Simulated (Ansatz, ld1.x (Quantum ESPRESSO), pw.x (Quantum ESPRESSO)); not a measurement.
## Pt: one change to the TM potential, in the atom and in the diamond crystal

```json
{
  "Element": "platinum (Pt)",
  "Generator": "ld1.x (Quantum ESPRESSO) 7.5",
  "Type": "norm-conserving Troullier–Martins (Kleinman–Bylander form)",
  "Functional": "PBE",
  "Relativity": "scalar-relativistic",
  "Frozen core": "[Xe] 4f14",
  "Valence charge": "10",
  "Reference configuration": "5d9 6s0.5 6p0 (charge +0.5)",
  "Partial waves": "6s (bound): rc 2.55 bohr; 5d (bound): rc 1.85 bohr; 6p (bound, empty): rc 3.25 bohr",
  "Local potential": "the p channel",
  "Core correction": "Bessel-smoothed model core inside 1.30 bohr"
}
```

Change: wave 6p (bound): rc 3.25 bohr becomes 6p (bound): rc 3.74 bohr.

Cutoffs, loose and tight: the cutoffs (Ry, on a coarse ladder) from which the occupation-weighted sum of valence levels, in a spherical-Bessel basis at the reference potential, stays within 10 and 1 mRy of its value at 400 Ry. They do not see the model core or the augmentation charge, which bear on the density cutoff. Test errors are all-electron minus pseudo excitation energies from the reference, over the configurations 5d9 6s1 6p0; 5d9 6s0 6p0; 5d8 6s0 6p0; 5d10 6s0 6p0; 5d9 6s0 6p1; 5d9.5 6s0.5 6p0; 5d7 6s0 6p0; variants that change the core or the reference have their own tests.

Crystal test: diamond Pt in pw.x 7.5, no spin, 8³ k-points, Fermi–Dirac smearing 0.01 Ry, cutoffs set for each file from its atomic test. The reference is all-electron LAPW (Ansatz 0.2.0) with the same functional, mesh and smearing; V0 and B0 come from Birch–Murnaghan fits to the pressures at five volumes. Errors are pseudo minus all-electron; Δ is the rms difference of the E(V) curves that follow from these fits, minima aligned, over ±6 % about the mean V0. Mesh and smearing are coarse, so the numbers serve the comparison and aren't converged zero-temperature values; the lattice is a test structure that the element need not adopt.

All-electron: a0 = 5.784 Å (V0 = 24.18 Å³/atom), B0 = 111.9 GPa.

Question: Does the change bring the crystal closer to the all-electron result?

Answer: The mean pressure error goes from +15.17 to +7.79 GPa, so the change moves the solid closer to the all-electron pressures. Neither pressure curve crosses zero within the volumes sampled, so no fits are given.

| quantity | base | changed |
| --- | --- | --- |
| outcome (atom) | generated | generated |
| cutoff, loose (atom) | 40 Ry | 40 Ry |
| cutoff, tight (atom) | 50 Ry | 50 Ry |
| bound ghosts (atom) | none | none |
| largest test error (meV) (atom) | -150 over the solved tests; 1 of 7 tests not solved or not reliable | -159 over the solved tests; 1 of 7 tests not solved or not reliable |
| cutoffs in pw.x (Ry) | 60/240 | 60/240 |
| mean pressure error (GPa) | +15.17 | +7.79 |

Base: The largest radius (3.25 bohr) exceeds half the bond length (2.37 bohr), so the spheres overlap, which is one possible source of error among others. This is a poor potential for the solid. Atomic configuration tests: 1 of 7 tests not solved or not reliable. Changed file: The largest radius (3.74 bohr) exceeds half the bond length (2.37 bohr), so the spheres overlap, which is one possible source of error among others. This is a poor potential for the solid. Atomic configuration tests: 1 of 7 tests not solved or not reliable. The atomic cutoffs weigh occupied waves only.
